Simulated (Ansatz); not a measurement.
# Si: band gap under strain

How does strain move the band edges of diamond Si, and do the functionals agree on it? States: +2.0 % equal strain in all directions; +3.0 % equal strain in all directions; +4.0 % equal strain in all directions.

Program: Ansatz 0.2.0. PAW datasets, plane waves. (Simulation; spin polarisation is off.)

## 1. Starting point

The unstrained cell was relaxed with r2SCAN; in each strained cell the atoms were relaxed again with r2SCAN. Names of k-points are those of the unstrained zone, where strain can split equivalent points. First state: +2.0 % equal strain in all directions.

The symmetry is Fd-3m (No. 227, cubic); a = 5.553 Å in the conventional setting, 21.41 Å³ an atom. Si has 4 Si at 2.40 Å.

Structure file:

```
Si
1.0
     0.00000    2.77656    2.77656
     2.77656    0.00000    2.77656
     2.77656    2.77656    0.00000
Si
2
Direct
  0.00000 0.00000 0.00000
  0.25000 0.25000 0.25000
```

From earlier runs on the unstrained cell: PBE 0.58 eV, r2SCAN 0.92 eV, HSE06 1.14 eV, G0W0 1.18 eV (on its mesh); a = 5.444 Å.

## 2. +2.0 % equal strain in all directions: PBE

input.yaml

```yaml
crystal:
  lattice:
    - [0.0, 2.7765612735, 2.7765612735]
    - [2.7765612735, 0.0, 2.7765612735]
    - [2.7765612735, 2.7765612735, 0.0]
  atoms:
    - { symbol: Si, position: [0.0, 0.0, 0.0] }
    - { symbol: Si, position: [0.25, 0.25, 0.25] }
kpoints:
  mp_grid: { grid: [8, 8, 8] }
  band_path:
    path:
      - [0.0, 0.0, 0.0]
      - [0.5, 0.0, 0.5]
      - [0.625, 0.25, 0.625]
      - [0.375, 0.375, 0.75]
      - [0.5, 0.5, 0.5]
      - [0.5, 0.25, 0.75]
      - [0.0, 0.416667, 0.416667]
    npoints: 1
hamiltonian:
  xc: pbe
scf:
  occupations: { method: fermi_dirac, width: 0.02 }
  n_extra_bands: 4
output:
  forces: true
  stress: true
  eigenvalues: true
```

Run with:

```bash
> ansatz run input.yaml --threads 2 --pin off --max-ram 29491MiB --backend cpu --events-out ev --progress --plain --runs-dir out
```

Further steps of the session: +2.0 % equal strain in all directions: r2SCAN; +2.0 % equal strain in all directions: HSE06; +2.0 % equal strain in all directions: r2SCAN; +2.0 % equal strain in all directions: G0W0@PBE; +3.0 % equal strain in all directions: PBE; +3.0 % equal strain in all directions: r2SCAN; +3.0 % equal strain in all directions: HSE06; +3.0 % equal strain in all directions: r2SCAN; +3.0 % equal strain in all directions: G0W0@PBE; +4.0 % equal strain in all directions: PBE; +4.0 % equal strain in all directions: r2SCAN; +4.0 % equal strain in all directions: HSE06; +4.0 % equal strain in all directions: r2SCAN; +4.0 % equal strain in all directions: G0W0@PBE.

Before running it: what results should come out?

As calculated:

Least gap in eV (negative: overlap), with the change from the unstrained cell in brackets. G0W0 is on its own coarse mesh.

```
                                state  volume change (%)           PBE        r2SCAN         HSE06          G0W0
+2.0 % equal strain in all directions               +6.1  0.68 (+0.10)  1.00 (+0.08)  1.24 (+0.10)  1.28 (+0.10)
+3.0 % equal strain in all directions               +9.3  0.73 (+0.15)  1.03 (+0.11)  1.28 (+0.14)  1.32 (+0.14)
+4.0 % equal strain in all directions              +12.5  0.77 (+0.19)  1.06 (+0.14)  1.32 (+0.18)  1.35 (+0.17)
```

The largest move of the HSE06 gap in the table is +0.180 eV, under +4.0 % equal strain in all directions. PBE and HSE06 differ by 0.56 eV on the unstrained gap, and by at most 0.01 eV on its change: the two disagree on the size of the gap but agree on its response to strain. G0W0 here is at a finite number of bands, screening cutoff and k mesh, not at the basis limit.
